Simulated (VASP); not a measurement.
# TaS2 (P-3m1) in VASP: notebook, part 2 of 4

VASP 6.6.1.

**3. Single point, r2SCAN+U, collinear spin, ferromagnetic start**

INCAR reads:

```
SYSTEM = TaS2
PREC     = Accurate       ! precision mode
ENCUT    = 520            ! plane-wave cutoff, eV
EDIFF    = 1E-7           ! SCF threshold, eV
ISMEAR   = 0              ! smearing method
SIGMA    = 0.05           ! smearing width, eV
LREAL    = .False.        ! projectors in reciprocal space
LASPH    = .True.         ! aspherical terms in the spheres
NELM     = 80             ! most SCF steps
ALGO     = Normal         ! electronic algorithm
ISIF     = 2              ! what is computed and relaxed
LWAVE    = .False.        ! write WAVECAR
LCHARG   = .False.        ! write CHGCAR
ISPIN    = 2              ! spin polarisation
MAGMOM   = 0.5 0 0        ! initial moments
LORBIT   = 11             ! projections on sites
LMAXMIX  = 4              ! l up to which the mixer works
LDAU     = .True.         ! DFT+U
LDAUTYPE = 2            
LDAUL    = 2 -1           ! shell
LDAUU    = 8 0            ! U, eV
LDAUJ    = 0 0          
LDAUPRINT= 1            
METAGGA  = R2SCAN         ! meta-GGA
LMIXTAU  = .True.
```

KPOINTS reads:

```
regular mesh
0
Gamma
  7 7 3
  0 0 0
```

POSCAR reads:

```
TaS2
1.0
    3.3500014000      0.0000000000      0.0000000000
   -1.6750007000      2.9011863100      0.0000000000
    0.0000000000      0.0000000000      5.8599987400
Ta S
1 2
Direct
    0.0000000000      0.0000000000      0.0000000000
    0.3333333333      0.6666666667      0.2500000000
    0.6666666667      0.3333333333      0.7500000000
```

Potentials or basis: VASP PAW PBE potentials, release 64 (Ta_pv, S).

On the command line:

```
> cat potpaw_PBE.64/Ta_pv/POTCAR potpaw_PBE.64/S/POTCAR > POTCAR
> mpirun -np 1 vasp_std > vasp.out
```

OUTCAR:

```text
SYSTEM = TaS2
   PREC = Accurate
   ENCUT = 520
   EDIFF = 1E-7
   ISMEAR = 0
   LREAL = .False.
   LASPH = .True.
   NELM = 80
   ISIF = 2
   ISPIN = 2
   LORBIT = 11
   METAGGA = R2SCAN

 ion  position               nearest neighbor table
   1  0.000  0.000  0.000-   2 2.43   3 2.43   3 2.43   2 2.43   3 2.43   2 2.43
   2  0.333  0.667  0.250-   1 2.43   1 2.43   1 2.43
   3  0.667  0.333  0.750-   1 2.43   1 2.43   1 2.43

  LATTYP: Found a hexagonal cell.
 ALAT       =     3.3500014000
 C/A-ratio  =     1.7492526242

  Lattice vectors:

 A1 = (   3.3500014000,   0.0000000000,   0.0000000000)
 A2 = (  -1.6750007000,   2.9011863100,   0.0000000000)
 A3 = (   0.0000000000,   0.0000000000,   5.8599987400)

Analysis of symmetry for initial positions (statically):
=====================================================================
 Subroutine PRICEL returns:
 Original cell was already a primitive cell.

 Routine SETGRP: Setting up the symmetry group for a
 hexagonal supercell.

 Subroutine GETGRP returns: Found 12 space group operations
 (whereof 12 operations were pure point group operations)
 out of a pool of 24 trial point group operations.

The static configuration has the point symmetry D_3d.

Analysis of symmetry for dynamics (positions and initial velocities):
=====================================================================
 Subroutine PRICEL returns:
 Original cell was already a primitive cell.

 Routine SETGRP: Setting up the symmetry group for a
 hexagonal supercell.

 Subroutine GETGRP returns: Found 12 space group operations
 (whereof 12 operations were pure point group operations)
 out of a pool of 24 trial point group operations.

The dynamic configuration has the point symmetry D_3d.

Analysis of structural, dynamic, and magnetic symmetry:
=====================================================================
 Subroutine PRICEL returns:
 Original cell was already a primitive cell.

 Routine SETGRP: Setting up the symmetry group for a
 hexagonal supercell.

 Subroutine GETGRP returns: Found 12 space group operations
 (whereof 12 operations were pure point group operations)
 out of a pool of 24 trial point group operations.

The overall configuration has the point symmetry D_3d.

 Subroutine INISYM returns: Found 12 space group operations
 (whereof 12 operations are pure point group operations),
 and found     1 'primitive' translations

----------------------------------------------------------------------------------------

                                     Primitive cell

  volume of cell :      56.9532

  direct lattice vectors                    reciprocal lattice vectors
     3.350001400  0.000000000  0.000000000     0.298507338  0.172343292  0.000000000
    -1.675000700  2.901186310  0.000000000     0.000000000  0.344686584  0.000000000
     0.000000000  0.000000000  5.859998740     0.000000000  0.000000000  0.170648501

  length of vectors
     3.350001400  3.350001396  5.859998740     0.344686584  0.344686584  0.170648501
[... 159 lines left out ...]
  o =  0.2234  v =  0.9828  0.0000  0.0000 -0.1847 -0.0000  0.0000  0.0000  0.0000  0.0000  0.0000      0.0000  0.0000  0.0000  0.0000  0.0000  0.0000  0.0000  0.0000  0.0000  0.0000
  o =  0.2486  v =  0.0000  0.0000  0.0000  0.0000  0.0000 -0.0000  0.8227  0.0000  0.0000 -0.5684      0.0000  0.0000  0.0000  0.0000  0.0000  0.0000  0.0000  0.0000  0.0000  0.0000
  o =  0.2486  v =  0.0000  0.0000  0.0000  0.0000  0.0000 -0.5684 -0.0000 -0.0000  0.8227  0.0000      0.0000  0.0000  0.0000  0.0000  0.0000  0.0000  0.0000  0.0000  0.0000  0.0000
  o =  0.3220  v = -0.0000  0.9828 -0.0000 -0.0000  0.1847  0.0000  0.0000  0.0000  0.0000  0.0000      0.0000  0.0000  0.0000  0.0000  0.0000  0.0000  0.0000  0.0000  0.0000  0.0000
  o =  0.3220  v = -0.1847 -0.0000  0.0000 -0.9828 -0.0000  0.0000  0.0000  0.0000  0.0000  0.0000      0.0000  0.0000  0.0000  0.0000  0.0000  0.0000  0.0000  0.0000  0.0000  0.0000

 number of electron      22.9999999 magnetization       0.7564169

 Free energy of the ion-electron system (eV)
  ---------------------------------------------------
  ext. energy  EPLUGINS =         0.00000000
  ---------------------------------------------------
  free energy    TOTEN  =       -61.30668344 eV

  energy without entropy =      -61.30572147  energy(sigma->0) =      -61.30620246

 E-fermi :   6.3754     XC(G=0): -11.1656

 val. band max:        6.3506600590   @ k =   0.1429   0.1429   0.3333
 cond. band min:       6.4986012514   @ k =   0.0000   0.2857   0.3333
 fundamental gap:      0.1479411924
 Fermi energy:         6.3754273194

 spin component 1

 k-point     1 :       0.0000    0.0000    0.0000
  band No.  band energies     occupation
      1     -32.3926      1.00000
      2     -32.3377      1.00000
      3     -32.3377      1.00000
      4     -10.2709      1.00000
      5      -7.9798      1.00000
      6      -1.5729      1.00000
      7       1.5325      1.00000
      8       1.5325      1.00000
      9       4.2673      1.00000
     10       4.8544      1.00000
     11       4.8544      1.00000
     12       5.7136      1.00000
[... 330 lines left out ...]
      1     -32.5727      1.00000
      2     -32.4968      1.00000
      3     -32.3308      1.00000
      4      -7.9504      1.00000
      5      -7.8136      1.00000
      6      -0.7321      1.00000
      7      -0.2102      1.00000
      8       0.5179      1.00000
      9       1.5375      1.00000
     10       2.0220      1.00000
     11       2.3516      1.00000
     12       7.0656      0.00000
     13       7.2891      0.00000
     14       8.6309      0.00000
     15      10.3048      0.00000
 Fermi energy:         6.3754273194

 spin component 2

 k-point     1 :       0.0000    0.0000    0.0000
  band No.  band energies     occupation
      1     -31.9139      1.00000
      2     -31.9139      1.00000
      3     -31.8921      1.00000
      4     -10.1919      1.00000
      5      -8.0019      1.00000
      6      -1.2850      1.00000
      7       1.6882      1.00000
      8       1.6882      1.00000
      9       4.2782      1.00000
     10       4.8119      1.00000
     11       4.8119      1.00000
     12       7.6848      0.00000
[... 331 lines left out ...]
      2     -32.0689      1.00000
      3     -31.8299      1.00000
      4      -7.9521      1.00000
      5      -7.8200      1.00000
      6      -0.4129      1.00000
      7       0.1380      1.00000
      8       0.7868      1.00000
      9       1.6994      1.00000
     10       2.1657      1.00000
     11       2.4506      1.00000
     12       8.3297      0.00000
     13       8.4919      0.00000
     14      10.1033      0.00000
     15      10.5968      0.00000

------------------------ aborting loop because EDIFF is reached ----------------------------------------

  FORCE on cell =-STRESS in cart. coord.  units (eV):
  Direction    XX          YY          ZZ          XY          YZ          ZX
  --------------------------------------------------------------------------------------
  -------------------------------------------------------------------------------------
  Total        7.1181012      7.1181011      5.9741063     -0.0000000     -0.0000000      0.0000000
  in kB      200.2426608    200.2426601    168.0604019     -0.0000000     -0.0000000      0.0000000
  external PRESSURE =     189.5152410 kB  Pullay stress =       0.0000000 kB

 VOLUME and BASIS-vectors are now :
 -----------------------------------------------------------------------------
  energy-cutoff  :      520.00
  volume of cell :       56.95
      direct lattice vectors                 reciprocal lattice vectors
     3.350001400  0.000000000  0.000000000     0.298507338  0.172343292  0.000000000
    -1.675000700  2.901186310  0.000000000     0.000000000  0.344686584  0.000000000
     0.000000000  0.000000000  5.859998740     0.000000000  0.000000000  0.170648501

 POSITION                                       TOTAL-FORCE (eV/Angst)
 -----------------------------------------------------------------------------------
      0.00000      0.00000      0.00000         0.000000      0.000000     -0.000000
     -0.00000      1.93412      1.46500        -0.000000     -0.000000      1.763201
      1.67500      0.96706      4.39500         0.000000      0.000000     -1.763201
 -----------------------------------------------------------------------------------
    total drift:                               -0.000000     -0.000000     -0.000000

  FREE ENERGIE OF THE ION-ELECTRON SYSTEM (eV)
  ---------------------------------------------------
  free  energy   TOTEN  =       -61.3066834421 eV

  energy  without entropy=      -61.3057214683  energy(sigma->0) =      -61.30620246

 total charge

# of ion       s       p       d       tot
------------------------------------------
    1        0.364   6.275   2.014   8.653
    2        1.342   2.489   0.000   3.831
    3        1.342   2.489   0.000   3.831
--------------------------------------------------
tot          3.048  11.254   2.014  16.316

 magnetization (x)

# of ion       s       p       d       tot
------------------------------------------
    1        0.011   0.007   0.540   0.559
    2       -0.000  -0.028   0.000  -0.028
    3       -0.000  -0.028   0.000  -0.028
--------------------------------------------------
tot          0.011  -0.048   0.540   0.503
```

It took 3.6 min on 1 thread of Intel Xeon Platinum 8259CL at 2.50GHz (Skylake/Cascade Lake), shared host; peak memory 0.24 GiB.

What came out:

- Free energy: -61.3067 eV
- Pressure: 19.0 GPa
- Largest force: 1.763 eV/Å
- Band gap on the k mesh: none (metal or under the smearing width)
- Net moment: 0.76 μB per cell
- Site moments: Ta +0.56; S -0.03 μB
- Valence electrons inside the program's atomic spheres: Ta 8.65; S 3.83

Forces in eV/Å, atoms in the order of the input:
```
Ta   0.000  0.000  0.000
S    0.000  0.000  1.763
S    0.000  0.000 -1.763
```

Stress tensor (GPa, compression positive):
```
20.02  0.00  0.00
 0.00 20.02  0.00
 0.00  0.00 16.81
```

Eigenvalues of the final occupation matrices:
| site | spin | trace | eigenvalues |
| --- | --- | --- | --- |
| site 1 d | 1 | 1.30 | 0.21 0.22 0.22 0.32 0.32 |
| site 1 d | 2 | 0.75 | 0.08 0.09 0.09 0.25 0.25 |

Caveat: the PAW data sets were made with another functional, which shifts forces and pressure a little.

[end of part 2 of 4]
